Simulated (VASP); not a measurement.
Level of theory: PBEsol GGA, VASP's PBE PAW potentials (set 64) (plane waves; VASP).

VASP input:

File KPOINTS:
```
Automatic mesh
0
Gamma
6 6 6
0 0 0
```

### POSCAR
```
SrF2
1
    0.0000000000     2.8830501593     2.8830501593
    2.8830501593     0.0000000000     2.8830501593
    2.8830501593     2.8830501593     0.0000000000
Sr F
1 2
Direct
  0.0043356859  -0.0043356859   0.0043356859
  0.2500000000   0.2500000000   0.2500000000
  0.7500000000   0.7500000000   0.7500000000
```

INCAR:
```
ALGO = Normal
EDIFF = 1E-7
ENCUT = 600
GGA = PS
ISIF = 2
ISMEAR = 0
LASPH = T
LCHARG = F
LMAXMIX = 4
LREAL = F
LWAVE = F
NELM = 100
PREC = Accurate
SIGMA = 0.05
SYSTEM = SrF2
```

POTCAR, in this order: Sr_sv F (PBE.64 set). Program: vasp_std.

The resulting files:

OSZICAR:
```
       N       E                     dE             d eps       ncg     rms          rms(c)
DAV:   1     0.158319544491E+03    0.15832E+03   -0.15607E+04   960   0.166E+03
DAV:   2    -0.126082934221E+02   -0.17093E+03   -0.16640E+03  1216   0.330E+02
DAV:   3    -0.187027082369E+02   -0.60944E+01   -0.60872E+01  1360   0.651E+01
DAV:   4    -0.188999495846E+02   -0.19724E+00   -0.19722E+00  1328   0.865E+00
DAV:   5    -0.189030045437E+02   -0.30550E-02   -0.30549E-02  1344   0.966E-01    0.169E+01
DAV:   6    -0.176005658828E+02    0.13024E+01   -0.68225E+00   960   0.183E+01    0.143E+01
DAV:   7    -0.175812873505E+02    0.19279E-01   -0.18867E-01  1272   0.399E+00    0.724E+00
DAV:   8    -0.175905942617E+02   -0.93069E-02   -0.34314E-02  1208   0.230E+00    0.567E-01
DAV:   9    -0.175977833826E+02   -0.71891E-02   -0.10429E-02  1344   0.722E-01    0.464E-01
DAV:  10    -0.175986367916E+02   -0.85341E-03   -0.10042E-03  1064   0.236E-01    0.149E-01
DAV:  11    -0.175988485488E+02   -0.21176E-03   -0.31988E-04  1096   0.120E-01    0.298E-02
DAV:  12    -0.175988656758E+02   -0.17127E-04   -0.28630E-05  1232   0.365E-02    0.187E-02
DAV:  13    -0.175988662152E+02   -0.53942E-06   -0.33710E-06  1208   0.131E-02    0.559E-03
DAV:  14    -0.175988660237E+02    0.19155E-06   -0.24940E-07  1104   0.444E-03    0.109E-03
DAV:  15    -0.175988660094E+02    0.14295E-07   -0.62556E-08   864   0.195E-03
   1 F= -.17598866E+02 E0= -.17598866E+02  d E =-.269134E-11
```

### OUTCAR
```
------------------------ aborting loop because EDIFF is reached ----------------------------------------
  FORCE on cell =-STRESS in cart. coord.  units (eV):
  Direction    XX          YY          ZZ          XY          YZ          ZX
  --------------------------------------------------------------------------------------
  Total        0.0031068     -0.0007777      0.0031068      0.0000000      0.0000000      0.0000000
  in kB        0.1038585     -0.0259978      0.1038585      0.0000000      0.0000000      0.0000000
  external PRESSURE =       0.0605731 kB  Pullay stress =       0.0000000 kB
  volume of cell :       47.93
      direct lattice vectors                 reciprocal lattice vectors
     0.000000000  2.883050159  2.883050159    -0.173427437  0.173427437  0.173427437
     2.883050159  0.000000000  2.883050159     0.173427437 -0.173427437  0.173427437
     2.883050159  2.883050159  0.000000000     0.173427437  0.173427437 -0.173427437
 POSITION                                       TOTAL-FORCE (eV/Angst)
 -----------------------------------------------------------------------------------
      2.88305      0.02500      2.88305         0.000000     -0.114690      0.000000
      1.44153      1.44153      1.44153        -0.000000      0.057345     -0.000000
      4.32458      4.32458      4.32458         0.000000      0.057345      0.000000
 -----------------------------------------------------------------------------------
    total drift:                               -0.000000      0.000010     -0.000000
  FREE ENERGIE OF THE ION-ELECTRON SYSTEM (eV)
  ---------------------------------------------------
  free  energy   TOTEN  =       -17.5988660094 eV

  energy  without entropy=      -17.5988660094  energy(sigma->0) =      -17.59886601
```
(Selected blocks of OUTCAR.)

File OUTCAR:
```
 val. band max:       -1.8557882674   @ k =   0.5000   0.5000   0.0000

 cond. band min:       4.9906584670   @ k =   0.0000   0.0000   0.0000


 Fermi energy:        -1.6394887723

 k-point     1 :       0.0000    0.0000    0.0000
  band No.  band energies     occupation
      1     -31.8429      2.00000
      2     -21.1562      2.00000
      3     -20.7268      2.00000
      4     -13.7701      2.00000
      5     -13.7701      2.00000
      6     -13.7694      2.00000
      7      -3.6461      2.00000
      8      -3.6456      2.00000
      9      -3.6456      2.00000
     10      -1.9628      2.00000
     11      -1.9620      2.00000
     12      -1.9620      2.00000
     13       4.9907      0.00000
     14       8.2104      0.00000
     15       8.2140      0.00000
     16      10.7778      0.00000

 k-point     2 :       0.1667    0.0000    0.0000
  band No.  band energies     occupation
      1     -31.8265      2.00000
      2     -21.1871      2.00000
      3     -20.7741      2.00000
      4     -13.7935      2.00000
      5     -13.7931      2.00000
      6     -13.7435      2.00000
      7      -3.5251      2.00000
      8      -3.5230      2.00000
      9      -3.3830      2.00000
     10      -2.2209      2.00000
     11      -2.0454      2.00000
     12      -2.0451      2.00000
     13       5.6561      0.00000
     14       8.2295      0.00000
     15       8.2323      0.00000
     16      10.4633      0.00000

 k-point     3 :       0.3333    0.0000    0.0000
  band No.  band energies     occupation
      1     -31.7934      2.00000
      2     -21.2175      2.00000
      3     -20.9041      2.00000
      4     -13.8383      2.00000
      5     -13.8379      2.00000
      6     -13.6810      2.00000
      7      -3.2679      2.00000
      8      -3.2666      2.00000
      9      -2.8675      2.00000
     10      -2.6331      2.00000
     11      -2.2140      2.00000
     12      -2.2138      2.00000
     13       6.9924      0.00000
...
```

The compound is SrF2 in the fluorite structure. This cell was strained or had an atom moved on purpose.
